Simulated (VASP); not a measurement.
# Na2S (Fm-3m) in VASP: a series of runs

Runs on Na2S. Level: PBE. Tasks: single point.

Everything below comes from runs of VASP 6.6.1. Logs are shortened: lines on timing, memory, paths and dates and some standing lists are left out, and cuts for length are marked.

**1. The crystal as given**

It takes space group Fm-3m (No. 225, cubic). The conventional cell has a = 6.547 Å, b = 6.547 Å, c = 6.547 Å, α = 90.00°, β = 90.00°, γ = 90.00°. Around S (site symmetry m-3m) lie 8 Na at 2.83 Å. Around Na (site symmetry -43m) lie 4 S at 2.83 Å.

**2. Single point, PBE**

Input file INCAR:

```
SYSTEM = Na2S
PREC = Accurate
ENCUT = 460
EDIFF = 1E-5
ISMEAR = 0
SIGMA = 0.05
LREAL = .FALSE.
LASPH = .TRUE.
NELM = 100
ALGO = Normal
ISIF = 2
LWAVE = .FALSE.
LCHARG = .FALSE.
GGA = PE
NBANDS = 17
ADDGRID = .FALSE.
```

Input file KPOINTS:

```
Automatic mesh
0
G
  6 6 6
  0 0 0
```

Input file POSCAR:

```
Na2S
1.0
    0.0000000000      3.2735000000      3.2735000000
    3.2735000000      0.0000000000      3.2735000000
    3.2735000000      3.2735000000      0.0000000000
S Na
1 2
Direct
    0.0000000000      0.0000000000      0.0000000000
    0.7500000000      0.7500000000      0.7500000000
    0.2500000000      0.2500000000      0.2500000000
```

Potentials or basis: VASP PAW PBE potentials, release 64 (S, Na_pv).

The run is started by

```console
$ cat potpaw_PBE.64/S/POTCAR potpaw_PBE.64/Na_pv/POTCAR > POTCAR
$ mpirun -np 1 vasp_std > vasp.out
```

OUTCAR:

```text
SYSTEM = Na2S
   PREC = Accurate
   ENCUT = 460
   EDIFF = 1E-5
   ISMEAR = 0
   LREAL = .FALSE.
   LASPH = .TRUE.
   NELM = 100
   ISIF = 2
   GGA = PE

 Found     16 irreducible k-points:

 Following reciprocal coordinates:
            Coordinates               Weight
  0.000000  0.000000  0.000000      1.000000
  0.166667  0.000000  0.000000      8.000000
  0.333333  0.000000  0.000000      8.000000
  0.500000  0.000000  0.000000      4.000000
  0.166667  0.166667  0.000000      6.000000
  0.333333  0.166667  0.000000     24.000000
   k-points           NKPTS =     16   k-points in BZ     NKDIM =     16   number of bands    NBANDS=     17
   number of dos      NEDOS =    301   number of ions     NIONS =      3
   total plane-waves  NPLWV =  32768
   dimension x,y,z NGX =    32 NGY =   32 NGZ =   32
   dimension x,y,z NGXF=    64 NGYF=   64 NGZF=   64
   ions per type =               1   2
   NGX,Y,Z   is equivalent  to a cutoff of  11.49, 11.49, 11.49 a.u.
   NGXF,Y,Z  is equivalent  to a cutoff of  22.98, 22.98, 22.98 a.u.
 SYSTEM =  Na2S
   PREC   = accura    normal or accurate (medium, high low for compatibility)
   ISTART =      0    job   : 0-new  1-cont  2-samecut
   ICHARG =      2    charge: 1-file 2-atom 10-const
   ISPIN  =      1    spin polarized calculation?
   LNONCOLLINEAR =      F non collinear calculations
   LSORBIT =      F    spin-orbit coupling
   LASPH  =      T    aspherical Exc in radial PAW
   ENCUT  =  460.0 eV  33.81 Ry    5.81 a.u.   8.10  8.10  8.10*2*pi/ulx,y,z
   NELM   =    100;   NELMIN=  2; NELMDL= -5     # of ELM steps
   EDIFF  = 0.1E-04   stopping-criterion for ELM
   LREAL  =      F    real-space projection
   EDIFFG = 0.1E-03   stopping-criterion for IOM
   NSW    =      0    number of steps for IOM
   IBRION =     -1    ionic relax: 0-MD 1-quasi-New 2-CG
   NFREE  =      0    steps in history (QN), initial steepest desc. (CG)
   ISIF   =      2    stress and relaxation
   ISYM   =      2    0-nonsym 1-usesym 2-fastsym
   POTIM  = 0.5000    time-step for ionic-motion
   TEBEG  =    0.0;   TEEND  =   0.0 temperature during run
   PSTRESS=    0.0 pullay stress
   NELECT =      20.0000    total number of electrons
   NUPDOWN=      -1.0000    fix difference up-down
   EMIN   =  10.00;   EMAX   =-10.00  energy-range for DOS
[... 5 lines left out ...]
     AMIX     =   0.40;   BMIX     =  1.00
     AMIX_MAG =   1.60;   BMIX_MAG =  1.00
  volume/ion in A,a.u.               =      23.39       157.81
  Fermi-wavevector in a.u.,A,eV,Ry     =   1.077447  2.036079 15.794888  1.160892
  Thomas-Fermi vector in A             =   2.213359
   LORBIT       =      0    0 simple, 1 ext, 2 COOP (PROOUT), +10 PAW based schemes
   GGA     = PE    functional components
   LHFCALC =     F    Hartree Fock is set to
   AEXX    =    0.0000 exact exchange contribution
   IVDW    =     0    specifies the selected vdW correction
   LEPSILON=     F    determine dielectric tensor
   LRPA    =     F    only Hartree local field effects (RPA)
 non-spin polarized calculation
 Gauss-broadening in eV      SIGMA  =   0.05
  energy-cutoff  :      460.00
  volume of cell :       70.16
 maximum number of plane-waves:      1591
   NGX = 17   NGY = 17   NGZ = 17

 number of electron      19.9999980 magnetization

 Free energy of the ion-electron system (eV)
  ---------------------------------------------------
  ext. energy  EPLUGINS =         0.00000000
  ---------------------------------------------------
  free energy    TOTEN  =        -9.97525834 eV

  energy without entropy =       -9.97525834  energy(sigma->0) =       -9.97525834

 E-fermi :   0.4212     XC(G=0):  -7.8123

 val. band max:        0.1767547151   @ k =   0.0000   0.0000   0.0000
 cond. band min:       2.6528624118   @ k =   0.0000   0.0000   0.0000
 fundamental gap:      2.4761076967
 Fermi energy:         0.4211909268

 k-point     1 :       0.0000    0.0000    0.0000
  band No.  band energies     occupation
      1     -22.0708      2.00000
      2     -22.0708      2.00000
      3     -22.0708      2.00000
      4     -22.0175      2.00000
      5     -22.0175      2.00000
      6     -22.0175      2.00000
[... 9 lines left out ...]
     16       9.5261      0.00000
     17      11.3810      0.00000

 k-point     2 :       0.1667    0.0000    0.0000
  band No.  band energies     occupation
      1     -22.0683      2.00000
      2     -22.0673      2.00000
      3     -22.0673      2.00000
      4     -22.0230      2.00000
      5     -22.0213      2.00000
      6     -22.0213      2.00000
[... 9 lines left out ...]
     16       9.0723      0.00000
     17      10.7396      0.00000

 k-point     3 :       0.3333    0.0000    0.0000
  band No.  band energies     occupation
      1     -22.0616      2.00000
      2     -22.0581      2.00000
      3     -22.0581      2.00000
      4     -22.0359      2.00000
      5     -22.0315      2.00000
      6     -22.0315      2.00000
[... 9 lines left out ...]
     16       9.9290      0.00000
     17      10.5379      0.00000

 k-point     4 :       0.5000    0.0000    0.0000
  band No.  band energies     occupation
      1     -22.0527      2.00000
      2     -22.0476      2.00000
      3     -22.0458      2.00000
      4     -22.0458      2.00000
      5     -22.0442      2.00000
      6     -22.0442      2.00000
[... 9 lines left out ...]
     16      11.5794      0.00000
     17      11.5795      0.00000

 k-point     5 :       0.1667    0.1667    0.0000
  band No.  band energies     occupation
      1     -22.0734      2.00000
      2     -22.0734      2.00000
      3     -22.0541      2.00000
      4     -22.0374      2.00000
      5     -22.0158      2.00000
      6     -22.0158      2.00000
[... 9 lines left out ...]
     16       9.8904      0.00000
     17      11.9926      0.00000

 k-point     6 :       0.3333    0.1667    0.0000
  band No.  band energies     occupation
      1     -22.0729      2.00000
      2     -22.0720      2.00000
      3     -22.0557      2.00000
      4     -22.0386      2.00000
      5     -22.0190      2.00000
      6     -22.0182      2.00000
[... 9 lines left out ...]
     16      10.5307      0.00000
     17      11.4708      0.00000

 [... further k-points ...]
[... 5 lines left out ...]
  --------------------------------------------------------------------------------------
  -------------------------------------------------------------------------------------
  Total        0.0941075      0.0941075      0.0941075      0.0000000     -0.0000000     -0.0000000
  in kB        2.1491559      2.1491559      2.1491559      0.0000000     -0.0000000     -0.0000000
  external PRESSURE =       2.1491559 kB  Pullay stress =       0.0000000 kB

 VOLUME and BASIS-vectors are now :
 -----------------------------------------------------------------------------
  energy-cutoff  :      460.00
  volume of cell :       70.16
      direct lattice vectors                 reciprocal lattice vectors
     0.000000000  3.273500000  3.273500000    -0.152741714  0.152741714  0.152741714
     3.273500000  0.000000000  3.273500000     0.152741714 -0.152741714  0.152741714
     3.273500000  3.273500000  0.000000000     0.152741714  0.152741714 -0.152741714

 POSITION                                       TOTAL-FORCE (eV/Angst)
 -----------------------------------------------------------------------------------
      0.00000      0.00000      0.00000        -0.000000     -0.000000     -0.000000
      4.91025      4.91025      4.91025         0.000000      0.000000     -0.000000
      1.63675      1.63675      1.63675        -0.000000      0.000000      0.000000
 -----------------------------------------------------------------------------------
    total drift:                               -0.000000     -0.000000      0.000000

  FREE ENERGIE OF THE ION-ELECTRON SYSTEM (eV)
  ---------------------------------------------------
  free  energy   TOTEN  =        -9.9752583437 eV

  energy  without entropy=       -9.9752583437  energy(sigma->0) =       -9.97525834
```

Run time: 7.2 s. Hardware: 1 thread of Intel Xeon Platinum 8488C (Sapphire Rapids), shared host; peak memory 0.16 GiB.

The run converged, but some of its settings lie outside the range that counts as converged, so its numbers aren't taken as properties of the crystal.

Results:

```
Free energy            : -9.9753 eV
Pressure               : 0.2 GPa
Band gap on the k mesh : 2.48 eV, direct
```

**3. Single point, PBE**

Edit INCAR of step 2 so:

```diff
@@ -3,3 +3,3 @@
 ENCUT = 460
-EDIFF = 1E-5
+EDIFF = 1E-6
 ISMEAR = 0
@@ -15,2 +15,2 @@
 NBANDS = 17
-ADDGRID = .FALSE.
+ADDGRID = .TRUE.
```

KPOINTS is that of step 2.

POSCAR is that of step 2.

Potentials or basis: VASP PAW PBE potentials, release 64 (S, Na_pv).

The run is started by

```console
$ cat potpaw_PBE.64/S/POTCAR potpaw_PBE.64/Na_pv/POTCAR > POTCAR
$ mpirun -np 1 vasp_std > vasp.out
```

OUTCAR:

```text
SYSTEM = Na2S
   PREC = Accurate
   ENCUT = 460
   EDIFF = 1E-6
   ISMEAR = 0
   LREAL = .FALSE.
   LASPH = .TRUE.
   NELM = 100
   ISIF = 2
   GGA = PE

 Found     16 irreducible k-points:

 Following reciprocal coordinates:
            Coordinates               Weight
  0.000000  0.000000  0.000000      1.000000
  0.166667  0.000000  0.000000      8.000000
  0.333333  0.000000  0.000000      8.000000
  0.500000  0.000000  0.000000      4.000000
  0.166667  0.166667  0.000000      6.000000
  0.333333  0.166667  0.000000     24.000000
   k-points           NKPTS =     16   k-points in BZ     NKDIM =     16   number of bands    NBANDS=     17
   number of dos      NEDOS =    301   number of ions     NIONS =      3
   total plane-waves  NPLWV =  32768
   dimension x,y,z NGX =    32 NGY =   32 NGZ =   32
   dimension x,y,z NGXF=    64 NGYF=   64 NGZF=   64
   ions per type =               1   2
   NGX,Y,Z   is equivalent  to a cutoff of  11.49, 11.49, 11.49 a.u.
   NGXF,Y,Z  is equivalent  to a cutoff of  22.98, 22.98, 22.98 a.u.
 SYSTEM =  Na2S
   PREC   = accura    normal or accurate (medium, high low for compatibility)
   ISTART =      0    job   : 0-new  1-cont  2-samecut
   ICHARG =      2    charge: 1-file 2-atom 10-const
   ISPIN  =      1    spin polarized calculation?
   LNONCOLLINEAR =      F non collinear calculations
   LSORBIT =      F    spin-orbit coupling
   LASPH  =      T    aspherical Exc in radial PAW
   ENCUT  =  460.0 eV  33.81 Ry    5.81 a.u.   8.10  8.10  8.10*2*pi/ulx,y,z
   NELM   =    100;   NELMIN=  2; NELMDL= -5     # of ELM steps
   EDIFF  = 0.1E-05   stopping-criterion for ELM
[... 8 lines left out ...]
   TEBEG  =    0.0;   TEEND  =   0.0 temperature during run
   PSTRESS=    0.0 pullay stress
   NELECT =      20.0000    total number of electrons
   NUPDOWN=      -1.0000    fix difference up-down
   EMIN   =  10.00;   EMAX   =-10.00  energy-range for DOS
[... 5 lines left out ...]
     AMIX     =   0.40;   BMIX     =  1.00
     AMIX_MAG =   1.60;   BMIX_MAG =  1.00
  volume/ion in A,a.u.               =      23.39       157.81
  Fermi-wavevector in a.u.,A,eV,Ry     =   1.077447  2.036079 15.794888  1.160892
  Thomas-Fermi vector in A             =   2.213359
   LORBIT       =      0    0 simple, 1 ext, 2 COOP (PROOUT), +10 PAW based schemes
   GGA     = PE    functional components
   LHFCALC =     F    Hartree Fock is set to
   AEXX    =    0.0000 exact exchange contribution
   IVDW    =     0    specifies the selected vdW correction
   LEPSILON=     F    determine dielectric tensor
   LRPA    =     F    only Hartree local field effects (RPA)
 non-spin polarized calculation
 Gauss-broadening in eV      SIGMA  =   0.05
  energy-cutoff  :      460.00
  volume of cell :       70.16
 maximum number of plane-waves:      1591
   NGX = 17   NGY = 17   NGZ = 17

 number of electron      20.0000002 magnetization

 Free energy of the ion-electron system (eV)
  ---------------------------------------------------
  ext. energy  EPLUGINS =         0.00000000
  ---------------------------------------------------
  free energy    TOTEN  =        -9.97520119 eV

  energy without entropy =       -9.97520119  energy(sigma->0) =       -9.97520119

 E-fermi :   0.4207     XC(G=0):  -7.8124

 val. band max:        0.1769293854   @ k =   0.0000   0.0000   0.0000
 cond. band min:       2.6527141498   @ k =   0.0000   0.0000   0.0000
 fundamental gap:      2.4757847644
 Fermi energy:         0.4207014186

 k-point     1 :       0.0000    0.0000    0.0000
  band No.  band energies     occupation
      1     -22.0711      2.00000
      2     -22.0711      2.00000
      3     -22.0711      2.00000
      4     -22.0177      2.00000
      5     -22.0177      2.00000
      6     -22.0177      2.00000
[... 9 lines left out ...]
     16       9.5261      0.00000
     17      11.3808      0.00000

 k-point     2 :       0.1667    0.0000    0.0000
  band No.  band energies     occupation
      1     -22.0686      2.00000
      2     -22.0675      2.00000
      3     -22.0675      2.00000
      4     -22.0232      2.00000
      5     -22.0215      2.00000
      6     -22.0215      2.00000
[... 9 lines left out ...]
     16       9.0723      0.00000
     17      10.7394      0.00000

 k-point     3 :       0.3333    0.0000    0.0000
  band No.  band energies     occupation
      1     -22.0619      2.00000
      2     -22.0583      2.00000
      3     -22.0583      2.00000
      4     -22.0361      2.00000
      5     -22.0318      2.00000
      6     -22.0318      2.00000
[... 9 lines left out ...]
     16       9.9290      0.00000
     17      10.5377      0.00000

 k-point     4 :       0.5000    0.0000    0.0000
  band No.  band energies     occupation
      1     -22.0530      2.00000
      2     -22.0479      2.00000
      3     -22.0460      2.00000
      4     -22.0460      2.00000
      5     -22.0445      2.00000
      6     -22.0445      2.00000
[... 9 lines left out ...]
     16      11.5795      0.00000
     17      11.5795      0.00000

 k-point     5 :       0.1667    0.1667    0.0000
  band No.  band energies     occupation
      1     -22.0736      2.00000
      2     -22.0736      2.00000
      3     -22.0543      2.00000
      4     -22.0376      2.00000
      5     -22.0160      2.00000
      6     -22.0160      2.00000
[... 9 lines left out ...]
     16       9.8904      0.00000
     17      11.9924      0.00000

 k-point     6 :       0.3333    0.1667    0.0000
  band No.  band energies     occupation
      1     -22.0732      2.00000
      2     -22.0722      2.00000
      3     -22.0559      2.00000
      4     -22.0389      2.00000
      5     -22.0192      2.00000
      6     -22.0184      2.00000
[... 9 lines left out ...]
     16      10.5307      0.00000
     17      11.4707      0.00000

 [... further k-points ...]
[... 5 lines left out ...]
  --------------------------------------------------------------------------------------
  -------------------------------------------------------------------------------------
  Total        0.0923282      0.0923282      0.0923282      0.0000000      0.0000000      0.0000000
  in kB        2.1085217      2.1085217      2.1085217      0.0000000      0.0000000      0.0000000
  external PRESSURE =       2.1085217 kB  Pullay stress =       0.0000000 kB

 VOLUME and BASIS-vectors are now :
 -----------------------------------------------------------------------------
  energy-cutoff  :      460.00
  volume of cell :       70.16
      direct lattice vectors                 reciprocal lattice vectors
     0.000000000  3.273500000  3.273500000    -0.152741714  0.152741714  0.152741714
     3.273500000  0.000000000  3.273500000     0.152741714 -0.152741714  0.152741714
     3.273500000  3.273500000  0.000000000     0.152741714  0.152741714 -0.152741714

 POSITION                                       TOTAL-FORCE (eV/Angst)
 -----------------------------------------------------------------------------------
      0.00000      0.00000      0.00000        -0.000000      0.000000     -0.000000
      4.91025      4.91025      4.91025        -0.000000      0.000000     -0.000000
      1.63675      1.63675      1.63675         0.000000     -0.000000      0.000000
 -----------------------------------------------------------------------------------
    total drift:                               -0.000000     -0.000000      0.000000

  FREE ENERGIE OF THE ION-ELECTRON SYSTEM (eV)
  ---------------------------------------------------
  free  energy   TOTEN  =        -9.9752011896 eV

  energy  without entropy=       -9.9752011896  energy(sigma->0) =       -9.97520119
```

OSZICAR:

```text
N       E                     dE             d eps       ncg     rms          rms(c)
DAV:   1     0.145753801778E+03    0.14575E+03   -0.97349E+03   544   0.113E+03
DAV:   2    -0.386878968100E+00   -0.14614E+03   -0.14263E+03   600   0.310E+02
DAV:   3    -0.106565961621E+02   -0.10270E+02   -0.10215E+02   679   0.845E+01
DAV:   4    -0.108229537232E+02   -0.16636E+00   -0.16623E+00   656   0.118E+01
DAV:   5    -0.108264763492E+02   -0.35226E-02   -0.35221E-02   713   0.168E+00    0.370E+00
DAV:   6    -0.100165301408E+02    0.80995E+00   -0.16068E+00   734   0.548E+00    0.292E+00
DAV:   7    -0.996416688087E+01    0.52363E-01   -0.23737E-01   635   0.202E+00    0.195E+00
DAV:   8    -0.997397077879E+01   -0.98039E-02   -0.20496E-02   586   0.113E+00    0.659E-01
DAV:   9    -0.997412386584E+01   -0.15309E-03   -0.50916E-04   731   0.129E-01    0.743E-01
DAV:  10    -0.997577661928E+01   -0.16528E-02   -0.22852E-03   561   0.316E-01    0.703E-01
DAV:  11    -0.997530880888E+01    0.46781E-03   -0.98963E-04   624   0.141E-01    0.315E-01
DAV:  12    -0.997522804073E+01    0.80768E-04   -0.17123E-04   580   0.704E-02    0.137E-01
DAV:  13    -0.997520165969E+01    0.26381E-04   -0.73708E-05   689   0.301E-02    0.571E-02
DAV:  14    -0.997520116388E+01    0.49581E-06   -0.10882E-05   683   0.162E-02    0.196E-03
DAV:  15    -0.997520118961E+01   -0.25731E-07   -0.20418E-07   409   0.269E-03
   1 F= -.99752012E+01 E0= -.99752012E+01  d E =-.187044E-13
```

It took 9.9 s on 1 thread of Intel Xeon Platinum 8488C (Sapphire Rapids), shared host; peak memory 0.22 GiB.

The run converged, but some of its settings lie outside the range that counts as converged, so its numbers aren't taken as properties of the crystal.

What came out:

* Free energy: -9.9752 eV
* Pressure: 0.2 GPa
* Band gap on the k mesh: 2.48 eV, direct

(Continued in part 2 of 2.)
